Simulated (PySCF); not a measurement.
Molecule: Pyrrolidine (eq and ax) (C1CCNC1, C₄H₉N).

Geometry:
```csv
atom,x (Å),y (Å),z (Å)
C1,-0.086,-1.181,-0.022
C2,1.143,-0.258,0.126
C3,0.532,1.151,0.272
N4,-0.767,1.111,-0.376
C5,-1.287,-0.205,-0.041
H6,-0.033,-1.763,-0.954
H7,-0.166,-1.908,0.801
H8,1.777,-0.307,-0.774
H9,1.782,-0.531,0.979
H10,0.385,1.387,1.341
H11,1.161,1.950,-0.148
H12,-0.635,1.169,-1.385
H13,-2.084,-0.503,-0.739
H14,-1.744,-0.157,0.963
```

Geometry PBE0-D3(BJ)/def2-SVP throughout; GIAO in PySCF, gas phase, one conformer, non-relativistic; equivalent atoms averaged; basis pcSseg-1.

(1) How do the absolute shieldings σ depend on the functional? (ppm; last column core-seconds on shared hosts with different chips, so compare them loosely; the GGAs took longer than the global hybrids here, which isn't the general rule, and the cause wasn't traced)

(2) Which nucleus moves most, in ppm?

Results:

(1) 
```csv
functional,kind,C3/C5,C1/C2,N4,H10/H11/H13/H14,H6/H7/H8/H9,H12,core-s
HF,Hartree–Fock,146.0,166.8,220.7,29.25,30.40,31.78,3.8
LDA,LDA,126.9,153.5,196.7,28.00,29.37,30.54,13
PBE,GGA,126.7,151.9,193.9,28.43,29.75,30.98,15
BLYP,GGA,120.7,146.4,188.0,28.60,29.92,31.17,16
BP86,GGA,126.4,151.6,194.5,28.50,29.82,31.09,14
OPBE,GGA,134.2,157.3,199.7,28.50,29.77,30.94,15
KT2,GGA,131.0,156.0,196.1,28.44,29.77,31.07,16
KT3,GGA,130.4,154.2,194.3,28.61,29.90,31.12,15
B97-D,GGA,126.4,150.8,193.5,28.66,29.96,31.19,15
B3LYP,global hybrid,126.8,151.2,196.1,28.70,29.97,31.26,8.8
PBE0,global hybrid,133.5,157.3,203.1,28.61,29.87,31.14,9.4
mPW1PW91,global hybrid,132.6,156.3,202.2,28.67,29.92,31.19,8.9
WP04,global hybrid,119.1,142.1,186.2,29.02,30.17,31.23,8.1
B97-2,global hybrid,132.9,156.3,201.6,28.72,29.97,31.24,8.2
BHandHLYP,global hybrid,134.4,157.4,206.0,28.87,30.08,31.40,7.6
CAM-B3LYP,range-separated hybrid,131.4,155.4,203.5,28.68,29.93,31.23,11
wB97X-D,range-separated hybrid,134.0,157.4,205.9,28.76,29.99,31.30,11
LC-wPBE,range-separated hybrid,139.9,162.6,214.2,28.75,29.94,31.23,17
```

(2) N4 (amine nitrogen): from 186.2 ppm with WP04 to 220.7 ppm with HF. The smallest spread is 1.03 ppm, at H6/H7/H8/H9. Proton shifts span only some 12 ppm, so a few tenths of a ppm matter as much there as several ppm in carbon.
